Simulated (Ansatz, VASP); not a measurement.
# Ti: VASP beside Ansatz

Contents of INCAR:

```
PREC = Accurate
ENCUT = 520
EDIFF = 1E-6
ISMEAR = 0
SIGMA = 0.15
LREAL = F
LASPH = T
NELM = 60
ALGO = Fast
ISIF = 2
LWAVE = F
LCHARG = F
GGA = PS
NBANDS = 12
```

Contents of KPOINTS:

```
Automatic mesh
0
Gamma
  26 26 26
```

POSCAR

```
Ti
1.0
   -1.6051160629      1.6051160629      1.6051160629
    1.6051160629     -1.6051160629      1.6051160629
    1.6051160629      1.6051160629     -1.6051160629
Ti
1
Direct
    0.0000000000      0.0000000000      0.0000000000
```

Input for Ansatz:

```yaml
crystal:
  lattice:
    - [-1.605116063, 1.605116063, 1.605116063]
    - [1.605116063, -1.605116063, 1.605116063]
    - [1.605116063, 1.605116063, -1.605116063]
  atoms:
    - { symbol: Ti, position: [0.0, 0.0, 0.0] }
basis:
  ecutwfc: 420
kpoints:
  mp_grid: { grid: [26, 26, 26] }
hamiltonian:
  xc: pbesol
scf:
  occupations: { method: gaussian, width: 0.15 }
output:
  forces: true
  stress: true
  eigenvalues: true
  write_density: true
  write_potential: true
  elf: true
  volumetric_format: npy
```

This isn't the form of Ti at room conditions, which is hcp.

Alike in both runs: task single point; functional PBEsol; k mesh 26 × 26 × 26; occupations gaussian, width 0.15 eV; no spin polarisation.

|  | VASP | Ansatz |
| --- | --- | --- |
| version | VASP 6.6.1 | Ansatz 0.2.0 |
| potentials or method | VASP PAW PBE potentials, release 64 (Ti_sv) | scalar-relativistic, plane waves, PAW |
| plane-wave cutoff (eV) | 520 | 420 |
| valence electrons in the cell | 12 | 12 |

|  | VASP | Ansatz | Ansatz less VASP |
| --- | --- | --- | --- |
| gap on the k mesh at the Fermi level (eV) | none | none | - |
| pressure (GPa) | -0.2 | 0.0 | +0.27 |

A gap of «none» marks a metal or a gap that the smearing closes.

Caveats: the PAW data sets were made with another functional, which shifts forces and pressure a little (VASP).
